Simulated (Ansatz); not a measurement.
# Cl: the cost of one run

Method: DFT r2SCAN, scalar-relativistic, plane waves, PAW, in Ansatz 0.2.0.

1 further run of the same task is left out (set aside as unsound or not needed).

### 1 The structure to begin with

The structure is orthorhombic, space group Cmce (No. 64). The conventional cell has a = 6.240 Å, b = 4.480 Å, c = 8.260 Å, α = 90.00°, β = 90.00°, γ = 90.00°. Around Cl (site symmetry m) lie 1 Cl at 2.02 Å.

Structure file:

```
Cl
1.0
     3.12000   -2.24000    0.00000
     3.12000    2.24000    0.00000
     0.00000    0.00000    8.26000
Cl
4
Cartesian
  3.1200 1.6576 0.8260
  3.1200 -0.5824 3.3040
  3.1200 -1.6576 7.4340
  3.1200 0.5824 4.9560
```

The structure comes from the Crystallography Open Database.

### 2 Another functional, on a distorted cell: r2SCAN

Against the listed cell: strain xx, yy, zz, yz, xz, xy = +2.2, +1.3, -4.2, +0.0, +0.0, +0.0 %; atoms moved by 0.03 Å root mean square, at most 0.03 Å.

input.yaml reads:

```yaml
crystal:
  lattice:
    - [3.189732, -2.2700608, 0.0]
    - [3.189732, 2.2700608, 0.0]
    - [0.0, 0.0, 7.9120888]
  atoms:
    - { symbol: Cl, position: [0.1234835316, 0.8765164684, 0.1008363445] }
    - { symbol: Cl, position: [0.6234835316, 0.3765164684, 0.3991636555] }
    - { symbol: Cl, position: [0.8765164684, 0.1234835316, 0.8991636555] }
    - { symbol: Cl, position: [0.3765164684, 0.6234835316, 0.6008363445] }
basis:
  ecutwfc: 500
kpoints:
  mp_grid: { grid: [8, 8, 4] }
hamiltonian:
  xc: r2scan
scf:
  occupations: { method: gaussian, width: 0.02 }
output:
  forces: true
  stress: true
  eigenvalues: true
  write_density: true
  write_potential: true
  elf: true
  volumetric_format: npy
```

The run is started by

```sh
ansatz run input.yaml --threads 1 --pin off --max-ram 1331MiB --backend cpu --events-out ev --progress --plain --runs-dir out
```

**Question.** How long does this run take on 1 thread of an x86-64 CPU, shared host, and how much memory does it need?

About 34 s, with a peak of 0.64 GiB.
